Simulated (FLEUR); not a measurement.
# Rh (Fm-3m) in FLEUR: further runs, part 2 of 2

FLEUR MaX-R8.1 (later development tree). The steps go on from the part before.

## Step 3: Band structure, PBEsol, spin-orbit coupling, no magnetisation

Contents of inp.xml:

```xml
<?xml version="1.0" encoding="UTF-8" standalone="no"?>
<fleurInput fleurInputVersion="0.39">
   <comment>
      Rh                                                                                                  
   </comment>
   <calculationSetup>
      <cutoffs Kmax="4.17" Gmax="12.9" GmaxXC="12.9" numbands="all"/>
      <scfLoop itmax="60" minDistance="0.00001" maxIterBroyd="15" imix="Anderson" alpha="0.05" precondParam="0.0" spinf="2.0" sdNocoIR="T"/>
      <coreElectrons ctail="T" frcor="F" kcrel="0" coretail_lmax="0"/>
      <xcFunctional name="PBEs" relativisticCorrections="F"/>
      <magnetism jspins="1"/>
      <soc l_soc="T" theta="0.0" phi="0.0" spav="F"/>
      <expertModes spex="0" secvar="F"/>
      <geometryOptimization l_f="F" forcealpha="1.0" forcemix="BFGS" epsdisp="0.00001" epsforce="0.00001"/>
      <ldaU l_linMix="F" mixParam="0.05" spinf="1.0"/>
   </calculationSetup>
   <cell>
      <bzIntegration valenceElectrons="17.0" mode="hist" fermiSmearingEnergy="0.00183747">
         <kPointListSelection listName="default-1"/>
         <!-- k-points included here -->
         <xi:include xmlns:xi="http://www.w3.org/2001/XInclude" href="kpts.xml"> </xi:include>
      </bzIntegration>
      <!-- symmetry operations included here -->
      <xi:include xmlns:xi="http://www.w3.org/2001/XInclude" href="sym.xml"> </xi:include>
      <bulkLattice scale="1.0">
         <bravaisMatrix>
            <row-1>    0.0000000000000000     3.5864167255721098     3.5864167255721098</row-1>
            <row-2>    3.5864167255721098     0.0000000000000000     3.5864167255721098</row-2>
            <row-3>    3.5864167255721098     3.5864167255721098     0.0000000000000000</row-3>
         </bravaisMatrix>
      </bulkLattice>
   </cell>
   <atomSpecies>
      <species name="Rhodium (Rh)" element="Rh" atomicNumber="45">
         <mtSphere radius="2.35" gridPoints="777" logIncrement="0.016"/>
         <atomicCutoffs lmax="9" lnonsphr="9"/>
         <electronConfig flipSpins="F">
            <coreConfig>(1s1/2) (2s1/2) (2p1/2) (2p3/2) (3s1/2) (3p1/2) (3p3/2) (3d3/2) (3d5/2)</coreConfig>
            <valenceConfig>(4s1/2) (4p1/2) (4p3/2) (5s1/2) (4d3/2) (4d5/2)</valenceConfig>
            <stateOccupation state="(5s1/2)" spinUp="0.500000" spinDown="0.500000"/>
            <stateOccupation state="(4d3/2)" spinUp="1.600000" spinDown="1.600000"/>
            <stateOccupation state="(4d5/2)" spinUp="2.400000" spinDown="2.400000"/>
         </electronConfig>
         <energyParameters s="5" p="5" d="4" f="4"/>
         <lo type="SCLO" l="0" n="4" eDeriv="0"/>
         <lo type="SCLO" l="1" n="4" eDeriv="0"/>
         <lo type="SCLO" l="1" n="4" eDeriv="1"/>
         <lo type="SCLO" l="2" n="4" eDeriv="2"/>
         <lo type="SCLO" l="3" n="4" eDeriv="2"/>
      </species>
   </atomSpecies>
   <atomGroups>
      <atomGroup species="Rhodium (Rh)">
         <relPos label="                   1">.0000000000 .0000000000 .0000000000</relPos>
         <force calculate="T" relaxXYZ="TTT"/>
      </atomGroup>
   </atomGroups>
   <output dos="F" band="F" slice="F">
      <checks vchk="F" cdinf="F"/>
      <bandDOS minEnergy="-.5*Htr" maxEnergy="0.5*Htr" sigma="0.015" storeEVData="T"/>
      <vacuumDOS vacdos="F" integ="F" star="F" nstars="0" locx1="0.0" locy1="0.0" locx2="0.0" locy2="0.0" nstm="0" tworkf="0.0"/>
      <unfoldingBand unfoldBand="F" supercellX="1" supercellY="1" supercellZ="1"/>
      <plotting iplot="0" polar="F">
         <plot TwoD="T" vec1="  1.0  0.0  0.0" vec2="  0.0  1.0  0.0" vec3="  0.0  0.0  1.0" zero="  0.0  0.0  0.0" file="plot"/>
      </plotting>
      <chargeDensitySlicing numkpt="0" minEigenval="0.0" maxEigenval="0.0" nnne="0" pallst="F"/>
      <specialOutput eonly="F"/>
      <moessbauerParams electricFieldGradient="T" isomerShift="T" coreHyperfine="T" valenceHyperfine="T"/>
      <magneticCircularDichroism mcd="F" energyLo="-10.0" energyUp="0.0"/>
   </output>
  <!-- We include the file relax.xml here to enable relaxations (see documentation) -->
  <xi:include xmlns:xi="http://www.w3.org/2001/XInclude" href="relax.xml"> <xi:fallback/> </xi:include>
</fleurInput>
```

Contents of crystal.txt:

```
Rh
&input cartesian=F /
0.0000000000  1.8978500000  1.8978500000
1.8978500000  0.0000000000  1.8978500000
1.8978500000  1.8978500000  0.0000000000
1.8897261246
1.0 1.0 1.0

1
45 0.0000000000  0.0000000000  0.0000000000

&soc 0.0 0.0 /
&kpt div1=9 div2=9 div3=9 gamma=T /
```

Contents of inp.xml (bands):

```
<?xml version="1.0" encoding="UTF-8" standalone="no"?>
<fleurInput fleurInputVersion="0.39">
   <comment>
      Rh                                                                                                  
   </comment>
   <calculationSetup>
      <cutoffs Kmax="4.17" Gmax="12.9" GmaxXC="12.9" numbands="all"/>
      <scfLoop itmax="60" minDistance="0.00001" maxIterBroyd="15" imix="Anderson" alpha="0.05" precondParam="0.0" spinf="2.0" sdNocoIR="T"/>
      <coreElectrons ctail="T" frcor="F" kcrel="0" coretail_lmax="0"/>
      <xcFunctional name="PBEs" relativisticCorrections="F"/>
      <magnetism jspins="1"/>
      <soc l_soc="T" theta="0.0" phi="0.0" spav="F"/>
      <expertModes spex="0" secvar="F"/>
      <geometryOptimization l_f="F" forcealpha="1.0" forcemix="BFGS" epsdisp="0.00001" epsforce="0.00001"/>
      <ldaU l_linMix="F" mixParam="0.05" spinf="1.0"/>
   </calculationSetup>
   <cell>
      <bzIntegration valenceElectrons="17.0" mode="hist" fermiSmearingEnergy="0.00183747">
         <kPointListSelection listName="path-1"/>
         <!-- k-points included here -->
         <xi:include xmlns:xi="http://www.w3.org/2001/XInclude" href="kpts.xml"> </xi:include>
      </bzIntegration>
      <!-- symmetry operations included here -->
      <xi:include xmlns:xi="http://www.w3.org/2001/XInclude" href="sym.xml"> </xi:include>
      <bulkLattice scale="1.0">
         <bravaisMatrix>
            <row-1>    0.0000000000000000     3.5864167255721098     3.5864167255721098</row-1>
            <row-2>    3.5864167255721098     0.0000000000000000     3.5864167255721098</row-2>
            <row-3>    3.5864167255721098     3.5864167255721098     0.0000000000000000</row-3>
         </bravaisMatrix>
      </bulkLattice>
   </cell>
   <atomSpecies>
      <species name="Rhodium (Rh)" element="Rh" atomicNumber="45">
         <mtSphere radius="2.35" gridPoints="777" logIncrement="0.016"/>
         <atomicCutoffs lmax="9" lnonsphr="9"/>
         <electronConfig flipSpins="F">
            <coreConfig>(1s1/2) (2s1/2) (2p1/2) (2p3/2) (3s1/2) (3p1/2) (3p3/2) (3d3/2) (3d5/2)</coreConfig>
            <valenceConfig>(4s1/2) (4p1/2) (4p3/2) (5s1/2) (4d3/2) (4d5/2)</valenceConfig>
            <stateOccupation state="(5s1/2)" spinUp="0.500000" spinDown="0.500000"/>
            <stateOccupation state="(4d3/2)" spinUp="1.600000" spinDown="1.600000"/>
            <stateOccupation state="(4d5/2)" spinUp="2.400000" spinDown="2.400000"/>
         </electronConfig>
         <energyParameters s="5" p="5" d="4" f="4"/>
         <lo type="SCLO" l="0" n="4" eDeriv="0"/>
         <lo type="SCLO" l="1" n="4" eDeriv="0"/>
         <lo type="SCLO" l="1" n="4" eDeriv="1"/>
         <lo type="SCLO" l="2" n="4" eDeriv="2"/>
         <lo type="SCLO" l="3" n="4" eDeriv="2"/>
      </species>
   </atomSpecies>
   <atomGroups>
      <atomGroup species="Rhodium (Rh)">
         <relPos label="                   1">.0000000000 .0000000000 .0000000000</relPos>
         <force calculate="T" relaxXYZ="TTT"/>
      </atomGroup>
   </atomGroups>
   <output dos="F" band="T" slice="F">
      <checks vchk="F" cdinf="F"/>
      <bandDOS minEnergy="-.5*Htr" maxEnergy="0.5*Htr" sigma="0.015" storeEVData="T"/>
      <vacuumDOS vacdos="F" integ="F" star="F" nstars="0" locx1="0.0" locy1="0.0" locx2="0.0" locy2="0.0" nstm="0" tworkf="0.0"/>
      <unfoldingBand unfoldBand="F" supercellX="1" supercellY="1" supercellZ="1"/>
      <plotting iplot="0" polar="F">
         <plot TwoD="T" vec1="  1.0  0.0  0.0" vec2="  0.0  1.0  0.0" vec3="  0.0  0.0  1.0" zero="  0.0  0.0  0.0" file="plot"/>
      </plotting>
      <chargeDensitySlicing numkpt="0" minEigenval="0.0" maxEigenval="0.0" nnne="0" pallst="F"/>
      <specialOutput eonly="F"/>
      <moessbauerParams electricFieldGradient="T" isomerShift="T" coreHyperfine="T" valenceHyperfine="T"/>
      <magneticCircularDichroism mcd="F" energyLo="-10.0" energyUp="0.0"/>
   </output>
  <!-- We include the file relax.xml here to enable relaxations (see documentation) -->
  <xi:include xmlns:xi="http://www.w3.org/2001/XInclude" href="relax.xml"> <xi:fallback/> </xi:include>
</fleurInput>
```

Potentials or basis: all-electron, FLAPW.

On the command line:

```bash
> inpgen -f crystal.txt -profile fastHighL
> # inp.xml edited to the form shown
> fleur_MPI
> fleur_MPI   # second run, on inp.xml (bands)
```

Log:

```text
Welcome to FLEUR        (www.flapw.de)
      MaX-Release 8.1          (www.max-centre.eu)

 ========== k-point set info ==========
 Selected k-point list: default-1
 k-point list type: mesh
 9 x 9 x 9
 Number of k points: 105

 ------------Calculation Setup---------------------------
 Number of MPI-tasks      :            1
 Number of PE/node        :            1
 Number of OMP-threads    :            1
 Most efficient MPI parallelization for:
           1           3           5           7          15          21          35         105
 Additional eigenvalue parallelization possible
 Number of basis functions:          156
 Approximate size of matrices (H+S) per k-point:         0.000 GB
 --------------------------------------------------------
 Iteration:     1   Distance:      18.76312606 me/bohr^3
 Iteration:     2   Distance:      16.46724142 me/bohr^3
 Iteration:     3   Distance:       5.72631491 me/bohr^3
 Iteration:     4   Distance:       5.69192409 me/bohr^3
 Iteration:     5   Distance:       1.50276279 me/bohr^3
 Iteration:     6   Distance:       0.45607972 me/bohr^3
 Iteration:     7   Distance:       0.11478205 me/bohr^3
 Iteration:     8   Distance:       0.03111107 me/bohr^3
 Iteration:     9   Distance:       0.00398897 me/bohr^3
 Iteration:    10   Distance:       0.00082602 me/bohr^3
 Iteration:    11   Distance:       0.00058456 me/bohr^3
 Iteration:    12   Distance:       0.00002939 me/bohr^3
 Iteration:    13   Distance:       0.00000843 me/bohr^3

 ********************************************************************
 Run finished successfully
 Stop message:
   all done
 ********************************************************************
```

output (bands):

```text
Welcome to FLEUR        (www.flapw.de)
      MaX-Release 8.1          (www.max-centre.eu)

 ========== k-point set info ==========
 Selected k-point list: path-1
 k-point list type: path
 Number of k points: 60

 ------------Calculation Setup---------------------------
 Number of MPI-tasks      :            1
 Number of PE/node        :            1
 Number of OMP-threads    :            1
 Most efficient MPI parallelization for:
           1           2           3           4           5           6          10          12          15          20          30          60
 Additional eigenvalue parallelization possible
 Number of basis functions:          160
 Approximate size of matrices (H+S) per k-point:         0.000 GB
 --------------------------------------------------------
 Fermi energy correction for metals:
 Fermi energy in bands.* files may not be consistent with last density.
 Please correct it manually (e.g. in band.gnu file).

 Note: Band structure data (together with different weights) is also stored in the banddos.hdf file.
       A convenient way of extracting and plotting the data from that file is by making use of the

 ********************************************************************
 Run finished successfully
 Stop message:
   Charge density postprocessing done.
 ********************************************************************
```

out.xml (last iteration):

```text
<iteration numberForCurrentRun="   13" overallNumber="   13">
         <energyParameters units="Htr">
            <atomicEP atomType="1" spin="1" branch="5s" branchLowest="-2.35" branchHighest="2.34" value="0.3520078581"/>
            <atomicEP atomType="1" spin="1" branch="5p" branchLowest="-1.14" branchHighest="3.07" value="0.4783378961"/>
            <atomicEP atomType="1" spin="1" branch="4d" branchLowest="-10.39" branchHighest="0.70" value="0.4188388582"/>
            <atomicEP atomType="1" spin="1" branch="4f" branchLowest="-9.99" branchHighest="2.61" value="0.7670780908"/>
            <loAtomicEP atomType="1" spin="1" branch="4s" branchLowest="-21.24" branchHighest="-2.35" value="-2.3660555496"/>
            <loAtomicEP atomType="1" spin="1" branch="4p" branchLowest="-17.06" branchHighest="-1.14" value="-1.1903384892"/>
            <loAtomicEP atomType="1" spin="1" branch="4p" branchLowest="-17.06" branchHighest="-1.14" value="-1.1903384892"/>
            <loAtomicEP atomType="1" spin="1" branch="4d" branchLowest="-10.39" branchHighest="0.70" value="0.4148969174"/>
            <loAtomicEP atomType="1" spin="1" branch="4f" branchLowest="-9.99" branchHighest="2.61" value="0.7670796147"/>
         </energyParameters>
         <eigenvalues>
[... 264 lines left out ...]
            </sumOfEigenvalues>
            <densityCoulombPotentialIntegral value="-7652.9982798052"/>
            <densityEffectivePotentialIntegral value="-7832.4863617589"/>
            <chargeDenXCDenIntegral value="-136.5801974765"/>
            <FockExchangeEnergyValence value="0.0000000000"/>
            <FockExchangeEnergyCore value="0.0000000000"/>
            <atomTypeDependentContributions atomType="1">
               <electronNucleiInteractionDifferentMTs value="5778.9095737878"/>
               <MadelungTerm value="-26.3947962212"/>
            </atomTypeDependentContributions>
            <tkbTimesEntropy value="0.0002783655"/>
            <freeEnergy value="-4782.9208501959"/>
            <extrapolationTo0K value="-4782.9207110131"/>
         </totalEnergy>
         <densityConvergence units="me/bohr^3">
            <chargeDensity spin="1" distance="0.0000084267"/>
         </densityConvergence>
      </iteration>
```

Run time: 5.4 min. Hardware: 1 thread of Intel Xeon Platinum 8259CL at 2.50GHz (Skylake/Cascade Lake), shared host; peak memory 0.14 GiB.

Results:

```yaml
Free_energy: -130149.9066 eV
Band_gap_along_the_path: none (metal or under the smearing width)
Valence_electrons_inside_the_program's_atomic_spheres: Rh 15.37 (radii Rh 2.35 bohr)
```

Levels at the corners of the path, in eV from the Fermi level:
```
point  band 14  band 15  band 16  band 17  band 18  band 19
    Γ    -3.17    -2.92    -2.92    -0.93    -0.93    -0.93
    X     0.57     0.95     0.95     1.20     1.20     3.23
    W    -3.79    -1.17    -1.17     1.07     1.07     9.46
    K    -2.06    -0.65    -0.65     0.45     0.45     7.89
    Γ    -3.17    -2.92    -2.92    -0.93    -0.93    -0.93
    L    -3.01     0.56     0.56     0.69     0.69     0.73
    U    -2.06    -0.65    -0.65     0.45     0.45     7.89
    W    -3.79    -1.17    -1.17     1.07     1.07     9.46
    L    -3.01     0.56     0.56     0.69     0.69     0.73
    K    -2.06    -0.65    -0.65     0.45     0.45     7.89
    U    -2.06    -0.65    -0.65     0.45     0.45     7.89
    X     0.57     0.95     0.95     1.20     1.20     3.23
```

Core levels (eV from the Fermi level):
```csv
atom,levels
1 Rh,"1s1/2 -23009.5, 2s1/2 -3332.4, 2p1/2 -3085.6, 2p3/2 -2941.1, 3s1/2 -592.4, 3p1/2 -495.8, 3p3/2 -471.0, 3d3/2 -299.8, 3d5/2 -294.9"
```
